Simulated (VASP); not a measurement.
# TiC (Fm-3m) in VASP: density of states with PBE

Aim: the density of states of TiC with PBE.

Everything below comes from runs of VASP 6.6.1. Logs are shortened: lines on timing, memory, paths and dates and some standing lists are left out, and cuts for length are marked.

### 1 The structure

It takes space group Fm-3m (No. 225, cubic). Conventional cell: a = 4.334 Å, b = 4.334 Å, c = 4.334 Å, α = 90.00°, β = 90.00°, γ = 90.00°. Ti (site symmetry m-3m) has 6 C at 2.17 Å as nearest neighbours. C (site symmetry m-3m) has 6 Ti at 2.17 Å as nearest neighbours.

### 2 Density of states, PBE

POSCAR

```
TiC                                     
1.0
    0.0000000000      2.1671264993      2.1671264993
    2.1671264993      0.0000000000      2.1671264993
    2.1671264993      2.1671264993      0.0000000000
  Ti              C             
     1     1
Direct
     0.0000000000000000    0.0000000000000000    0.0000000000000000
     0.5000000000000000    0.5000000000000000    0.5000000000000000
```

INCAR.step1

```
SYSTEM = TiC
ALGO = Normal ; EDIFF = 1E-7
ENCUT = 520 ; GGA = PE
ISIF = 2 ; ISMEAR = 0
LASPH = .True. ; LCHARG = .True.
LMAXMIX = 4 ; LREAL = .False.
LWAVE = .False. ; NELM = 80
PREC = Accurate ; SIGMA = 0.1
```

KPOINTS.step1

```
k-points
0
Gamma
  16 16 16
  0 0 0
```

INCAR.step2

```
SYSTEM = TiC
ALGO = Normal ; EDIFF = 1E-7
ENCUT = 520 ; GGA = PE
ICHARG = 11 ; ISIF = 2
ISMEAR = -5 ; LASPH = .True.
LCHARG = .False. ; LMAXMIX = 4
LORBIT = 11 ; LREAL = .False.
LWAVE = .False. ; NEDOS = 1001
NELM = 80 ; PREC = Accurate
SIGMA = 0.1
```

KPOINTS.step2

```
k-points
0
Gamma
  24 24 24
  0 0 0
```

Potentials or basis: VASP PAW PBE potentials, release 64 (Ti_sv, C).

The run is started by

```
$ cat potpaw_PBE.64/Ti_sv/POTCAR potpaw_PBE.64/C/POTCAR > POTCAR
$ cp INCAR.step1 INCAR
$ cp KPOINTS.step1 KPOINTS
$ mpirun -np 1 vasp_std > vasp.out
$ cp INCAR.step2 INCAR
$ cp KPOINTS.step2 KPOINTS
$ mpirun -np 1 vasp_std > vasp.out
```

OUTCAR:

```text
SYSTEM = TiC
   EDIFF = 1E-7
   ENCUT = 520
   GGA = PE
   ICHARG = 11
   ISIF = 2
   ISMEAR = -5
   LASPH = .True.
   LORBIT = 11
   LREAL = .False.
   NELM = 80
   PREC = Accurate

 ion  position               nearest neighbor table
   1  0.000  0.000  0.000-   2 2.17   2 2.17   2 2.17   2 2.17   2 2.17   2 2.17
   2  0.500  0.500  0.500-   1 2.17   1 2.17   1 2.17   1 2.17   1 2.17   1 2.17

  LATTYP: Found a face centered cubic cell.
 ALAT       =     4.3342529986

  Lattice vectors:

 A1 = (   0.0000000000,   2.1671264993,   2.1671264993)
 A2 = (   2.1671264993,   0.0000000000,   2.1671264993)
 A3 = (   2.1671264993,   2.1671264993,   0.0000000000)

Analysis of symmetry for initial positions (statically):
=====================================================================
 Subroutine PRICEL returns:
 Original cell was already a primitive cell.

 Routine SETGRP: Setting up the symmetry group for a
 face centered cubic supercell.

 Subroutine GETGRP returns: Found 48 space group operations
 (whereof 48 operations were pure point group operations)
 out of a pool of 48 trial point group operations.

The static configuration has the point symmetry O_h .

Analysis of symmetry for dynamics (positions and initial velocities):
=====================================================================
 Subroutine PRICEL returns:
 Original cell was already a primitive cell.

 Routine SETGRP: Setting up the symmetry group for a
 face centered cubic supercell.

 Subroutine GETGRP returns: Found 48 space group operations
 (whereof 48 operations were pure point group operations)
 out of a pool of 48 trial point group operations.

The dynamic configuration has the point symmetry O_h .

 Subroutine INISYM returns: Found 48 space group operations
 (whereof 48 operations are pure point group operations),
 and found     1 'primitive' translations

----------------------------------------------------------------------------------------

                                     Primitive cell

  volume of cell :      20.3555

  direct lattice vectors                    reciprocal lattice vectors
     0.000000000  2.167126499  2.167126499    -0.230720265  0.230720265  0.230720265
     2.167126499  0.000000000  2.167126499     0.230720265 -0.230720265  0.230720265
     2.167126499  2.167126499  0.000000000     0.230720265  0.230720265 -0.230720265

  length of vectors
     3.064779687  3.064779687  3.064779687     0.399619221  0.399619221  0.399619221

  position of ions in fractional coordinates (direct lattice)
     0.000000000  0.000000000  0.000000000
[... 98 lines left out ...]
   IMIX   =      4    mixing-type and parameters
     AMIX     =   0.40;   BMIX     =  1.00
     AMIX_MAG =   1.60;   BMIX_MAG =  1.00
  volume/ion in A,a.u.               =      10.18        68.68
  Fermi-wavevector in a.u.,A,eV,Ry     =   1.510847  2.855087 31.057468  2.282659
  Thomas-Fermi vector in A             =   2.620983
   LORBIT       =     11    0 simple, 1 ext, 2 COOP (PROOUT), +10 PAW based schemes
   GGA     = PE    functional components
   LHFCALC =     F    Hartree Fock is set to
   AEXX    =    0.0000 exact exchange contribution
   IVDW    =     0    specifies the selected vdW correction
   LEPSILON=     F    determine dielectric tensor
   LRPA    =     F    only Hartree local field effects (RPA)
 non-spin polarized calculation
 Fermi weights with tetrahedron method with Bloechl corrections
  energy-cutoff  :      520.00
  volume of cell :       20.36
 maximum number of plane-waves:       568

 number of electron      16.0000000 magnetization

 Free energy of the ion-electron system (eV)
  ---------------------------------------------------
  ext. energy  EPLUGINS =         0.00000000
  ---------------------------------------------------
  free energy    TOTEN  =       -18.70944053 eV

  energy without entropy =      -18.70944053  energy(sigma->0) =      -18.70944053

 E-fermi :   9.4059     XC(G=0): -12.6878

 val. band max:        9.4284506540   @ k =   0.0833   0.0417   0.0000
 cond. band min:       9.3962191917   @ k =   0.1667   0.1667   0.0000
 fundamental gap:     -0.0322314624
 Fermi energy:         9.4059485573

 k-point     1 :       0.0000    0.0000    0.0000
  band No.  band energies     occupation
      1     -47.2054      2.00000
      2     -23.2305      2.00000
      3     -23.2305      2.00000
      4     -23.2305      2.00000
      5      -2.9983      2.00000
      6      10.0821      0.00000
      7      10.0821      0.00000
      8      10.0821      0.00000
      9      11.0642      0.00000
     10      11.0642      0.00000
     11      11.0642      0.00000
     12      11.0979      0.00000
[... 331 lines left out ...]
 k-point    24 :       0.4583    0.0417    0.0000
  band No.  band energies     occupation
      1     -47.1349      2.00000
      2     -23.7055      2.00000
      3     -23.2806      2.00000
      4     -23.2803      2.00000
      5       0.2473      2.00000
      6       3.8529      2.00000
      7       6.5326      2.00000
      8       6.6093      2.00000
      9      12.1284      0.00000
     10      12.2745      0.00000
     11      13.3396      0.00000
     12      17.1978      0.00000

 [... further k-points ...]

------------------------ aborting loop because EDIFF is reached ----------------------------------------

  FORCE on cell =-STRESS in cart. coord.  units (eV):
  Direction    XX          YY          ZZ          XY          YZ          ZX
  --------------------------------------------------------------------------------------
  -------------------------------------------------------------------------------------
  Total       -0.0042899     -0.0042899     -0.0042899     -0.0000000      0.0000000     -0.0000000
  in kB       -0.3376584     -0.3376584     -0.3376584     -0.0000000      0.0000000     -0.0000000
  external PRESSURE =      -0.3376584 kB  Pullay stress =       0.0000000 kB

 VOLUME and BASIS-vectors are now :
 -----------------------------------------------------------------------------
  energy-cutoff  :      520.00
  volume of cell :       20.36
      direct lattice vectors                 reciprocal lattice vectors
     0.000000000  2.167126499  2.167126499    -0.230720265  0.230720265  0.230720265
     2.167126499  0.000000000  2.167126499     0.230720265 -0.230720265  0.230720265
     2.167126499  2.167126499  0.000000000     0.230720265  0.230720265 -0.230720265

 POSITION                                       TOTAL-FORCE (eV/Angst)
 -----------------------------------------------------------------------------------
      0.00000      0.00000      0.00000        -0.000000     -0.000000     -0.000000
      2.16713      2.16713      2.16713         0.000000      0.000000      0.000000
 -----------------------------------------------------------------------------------
    total drift:                                0.000000     -0.000000     -0.000000

  FREE ENERGIE OF THE ION-ELECTRON SYSTEM (eV)
  ---------------------------------------------------
  free  energy   TOTEN  =       -18.7094405345 eV

  energy  without entropy=      -18.7094405345  energy(sigma->0) =      -18.70944053

 total charge

# of ion       s       p       d       tot
------------------------------------------
    1        2.198   6.245   1.949  10.393
    2        0.896   1.503   0.000   2.399
--------------------------------------------------
tot          3.094   7.749   1.949  12.792
```

OSZICAR.step1:

```text
N       E                     dE             d eps       ncg     rms          rms(c)
DAV:   1     0.121519287862E+03    0.12152E+03   -0.84939E+03  3488   0.160E+03
DAV:   2    -0.139094065966E+02   -0.13543E+03   -0.12920E+03  3580   0.388E+02
DAV:   3    -0.238158030748E+02   -0.99064E+01   -0.94688E+01  4608   0.988E+01
DAV:   4    -0.243102376766E+02   -0.49443E+00   -0.49354E+00  4532   0.209E+01
DAV:   5    -0.243274231612E+02   -0.17185E-01   -0.17184E-01  4724   0.339E+00    0.187E+01
DAV:   6    -0.193786327336E+02    0.49488E+01   -0.32217E+01  4144   0.704E+01    0.719E+00
DAV:   7    -0.187498564366E+02    0.62878E+00   -0.48306E+00  4252   0.283E+01    0.491E+00
DAV:   8    -0.187146143598E+02    0.35242E-01   -0.13934E-01  3720   0.498E+00    0.305E+00
DAV:   9    -0.187143457467E+02    0.26861E-03   -0.15816E-01  3864   0.506E+00    0.822E-01
DAV:  10    -0.187112699038E+02    0.30758E-02   -0.15782E-02  5024   0.180E+00    0.603E-01
DAV:  11    -0.187095745048E+02    0.16954E-02   -0.78663E-03  3748   0.140E+00    0.125E-01
DAV:  12    -0.187095636854E+02    0.10819E-04   -0.47975E-04  3804   0.324E-01    0.368E-02
DAV:  13    -0.187095533082E+02    0.10377E-04   -0.22767E-05  5156   0.634E-02    0.128E-02
DAV:  14    -0.187095519453E+02    0.13629E-05   -0.14723E-06  3792   0.103E-02    0.262E-03
DAV:  15    -0.187095518203E+02    0.12493E-06   -0.26096E-07  3904   0.658E-03    0.459E-04
DAV:  16    -0.187095517888E+02    0.31518E-07   -0.25853E-08  1956   0.159E-03
   1 F= -.18709552E+02 E0= -.18708533E+02  d E =-.203800E-02
```

Wall time 98 s (1 thread of Intel Xeon Platinum 8259CL at 2.50GHz (Skylake/Cascade Lake), shared host); peak memory 0.23 GiB.

What came out:

```yaml
Valence_electrons_inside_the_program's_atomic_spheres: Ti 10.39; C 2.40
```

States per cell in windows of 1 eV (zero at the Fermi level; states under -8 eV left out):
| from (eV) | total | Ti1_d | C2_p | Ti1_p | Ti1_s | C2_s | C2_d |
| --- | --- | --- | --- | --- | --- | --- | --- |
| -8.0 | 0.00 | 0.00 | 0.00 | 0.00 | 0.00 | 0.00 | 0.00 |
| -7.0 | 0.00 | 0.00 | 0.00 | 0.00 | 0.00 | 0.00 | 0.00 |
| -6.0 | 0.19 | 0.03 | 0.04 | 0.00 | 0.02 | 0.00 | 0.00 |
| -5.0 | 0.84 | 0.17 | 0.19 | 0.03 | 0.06 | 0.01 | 0.00 |
| -4.0 | 1.19 | 0.22 | 0.30 | 0.11 | 0.03 | 0.01 | 0.00 |
| -3.0 | 2.46 | 0.89 | 0.62 | 0.09 | 0.01 | 0.01 | 0.00 |
| -2.0 | 1.02 | 0.38 | 0.26 | 0.03 | 0.00 | 0.00 | 0.00 |
| -1.0 | 0.40 | 0.14 | 0.11 | 0.02 | 0.00 | 0.00 | 0.00 |
| 0.0 | 0.46 | 0.24 | 0.08 | 0.01 | 0.00 | 0.00 | 0.00 |
| 1.0 | 0.93 | 0.65 | 0.08 | 0.01 | 0.00 | 0.00 | 0.00 |
| 2.0 | 2.08 | 1.70 | 0.11 | 0.01 | 0.01 | 0.01 | 0.00 |
| 3.0 | 3.11 | 2.40 | 0.31 | 0.03 | 0.05 | 0.01 | 0.00 |
| 4.0 | 0.69 | 0.44 | 0.10 | 0.02 | 0.01 | 0.01 | 0.00 |
| 5.0 | 0.68 | 0.44 | 0.09 | 0.02 | 0.01 | 0.03 | 0.00 |
| 6.0 | 0.28 | 0.17 | 0.06 | 0.01 | 0.00 | 0.01 | 0.00 |
| 7.0 | 0.10 | 0.05 | 0.02 | 0.00 | 0.00 | 0.00 | 0.00 |

Caveat: tetrahedron occupations give inexact forces and stress in metals.
